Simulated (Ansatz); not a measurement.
# BP (rocksalt type): the cost of one run

Method: DFT, PBE, all-electron LAPW, scalar-relativistic, in Ansatz 0.2.0.

## (1) The starting structure

The structure is cubic, space group Fm-3m (No. 225). The conventional cell has a = 3.837 Å, b = 3.837 Å, c = 3.837 Å, α = 90.00°, β = 90.00°, γ = 90.00°. Around B (site symmetry m-3m) lie 6 P at 1.92 Å. P (site symmetry m-3m) is surrounded by 6 B at 1.92 Å.

Structure file:

```cif
data_structure
_symmetry_space_group_name_H-M 'Fm-3m'
_symmetry_Int_Tables_number 225
_cell_length_a 3.8374
_cell_length_b 3.8374
_cell_length_c 3.8374
_cell_angle_alpha 90.000
_cell_angle_beta 90.000
_cell_angle_gamma 90.000
_cell_volume 56.51
loop_
_atom_site_label
_atom_site_type_symbol
_atom_site_symmetry_multiplicity
_atom_site_Wyckoff_symbol
_atom_site_fract_x
_atom_site_fract_y
_atom_site_fract_z
_atom_site_occupancy
B1 B 4 a 0.00000 0.00000 0.00000 1
P1 P 4 b 0.50000 0.00000 0.00000 1
```

The file gives the conventional cell by its symmetry; the runs use the cell typed in the input.

Atoms are numbered in the order of the input: B1, P2.

## (2) Rocksalt relaxed under pressure, LAPW

Input file input.yaml:

```yaml
crystal:
  lattice:
    - [0.0, 1.9187086632, 1.9187086632]
    - [1.9187086632, 0.0, 1.9187086632]
    - [1.9187086632, 1.9187086632, 0.0]
  atoms:
    - { symbol: B, position: [0.0, 0.0, 0.0] }
    - { symbol: P, position: [0.5, 0.5, 0.5] }
kpoints:
  mp_grid: { grid: [17, 17, 17] }
scf:
  occupations: { method: fermi_dirac, width: 0.1 }
hamiltonian:
  xc: pbe
  pseudopotentials: { kind: all_electron, lapw: { basis_error: 0.0005 } }
output:
  forces: true
  stress: true
  eigenvalues: true
relax:
  f_tol: 0.005
  max_steps: 12
  cell: { p_target: 110.0, stress_tol: 0.055 }
```

On the command line:

```
ansatz run input.yaml --threads 1 --pin off --max-ram 3584MiB --backend cpu --events-out ev --progress --plain --runs-dir out
```

Q: Estimate wall time and peak memory on 1 thread of Intel Xeon 6975P-C (Granite Rapids), shared host.

About 13 s, with a peak of 0.42 GiB.
